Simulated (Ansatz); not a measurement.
**HfS2: properties at the relaxed cell**

An exercise on one series of results from a longer session: the logs are not shown, and one member is left open.

Computed with Ansatz 0.2.0 (DFT PBEsol+D3(BJ), scalar-relativistic, plane waves, PAW, unless a step's input says otherwise).

### The system as given

The structure is trigonal, space group P-3m1 (No. 164). Conventional cell: a = 3.547 Å, b = 3.547 Å, c = 5.578 Å, α = 90.00°, β = 90.00°, γ = 120.00°. Hf (site symmetry -3m) is surrounded by 6 S at 2.52 Å. S (site symmetry 3m) has 3 Hf at 2.52 Å as nearest neighbours.

As a file:

```
Hf S
1.0
     3.54732    0.00000    0.00000
    -1.77366    3.07207    0.00000
     0.00000    0.00000    5.57791
Hf S
1 2
Direct
  0.00000 0.00000 0.00000
  0.66667 0.33333 0.73812
  0.33333 0.66667 0.26188
```

It goes back to an entry of the Materials Project.

It is the result of an earlier relaxation at this level (volume 20.26 Å³/atom; gap on the mesh: 0.45 eV).

Set-up of the first run:

File input.yaml:

```yaml
crystal:
  lattice:
    - [3.5114849062, 0.0, 0.0]
    - [-1.7557424531, 3.0410351338, 0.0]
    - [0.0, 0.0, 5.5215632005]
  atoms:
    - { symbol: Hf, position: [0.0, 0.0, 0.0] }
    - { symbol: S, position: [0.6666666667, 0.3333333333, 0.7381210769] }
    - { symbol: S, position: [0.3333333333, 0.6666666667, 0.2618789231] }
basis:
  ecutwfc: 420
kpoints:
  mp_grid: { grid: [12, 12, 6] }
hamiltonian:
  xc: pbesol
  dispersion: d3bj
scf:
  occupations: { method: gaussian, width: 0.02 }
output:
  forces: true
  stress: true
  eigenvalues: true
relax:
  adjacent_minimum: "off"
  f_tol: 0.01
  max_steps: 30
  cell: { stress_tol: 0.1, fix: [volume] }
```

Started as:

```
ansatz run input.yaml --threads 1 --pin off --max-ram 2560MiB --backend cpu --events-out ev --progress --plain --runs-dir out
```

Among the steps run: Volume × 0.97; The cell scaled to 1.03 of its volume; The cell scaled to 0.94 of its volume; The cell scaled to 1.06 of its volume; Point at V/V0 = 0.91; The cell scaled to 1.10 of its volume; Volume × 0.88.

One of the session's tables, all rows but one given; the rest of the session is left out.

It belongs to the step «Equation of state». 

```
volume (Å³/atom)  energy above the lowest point (meV/atom)  pressure (GPa)  gap on the mesh (eV)
          17.831                                      57.0            8.67                  0.00
          18.438                                      29.5            5.86                  0.00
          19.046                                         ?               ?                     ?
          19.654                                       2.7            1.48                  0.27
          20.262                                       0.0            0.00                  0.45
          20.870                                       2.3           -1.12                  0.62
          21.478                                       8.1           -1.89                  0.78
          22.288                                      19.4           -2.45                  0.94
```

Q: Estimate the row for volume (Å³/atom) = 19.046 from the others.

Worked estimate for «energy above the lowest point (meV/atom)». A straight line through the neighbours (18.438, 29.5) and (19.654, 2.7) gives 29.5 + (2.7 − 29.5) × (19.046 − 18.438) / (19.654 − 18.438) = 16.1; a parabola fitted to 4 rows on both sides gives 12.0.

As computed: energy above the lowest point (meV/atom): 12.0; pressure (GPa): 3.43; gap on the mesh (eV): 0.08. In «energy above the lowest point (meV/atom)» the line misses by +4.1 and the parabola by 0.0.
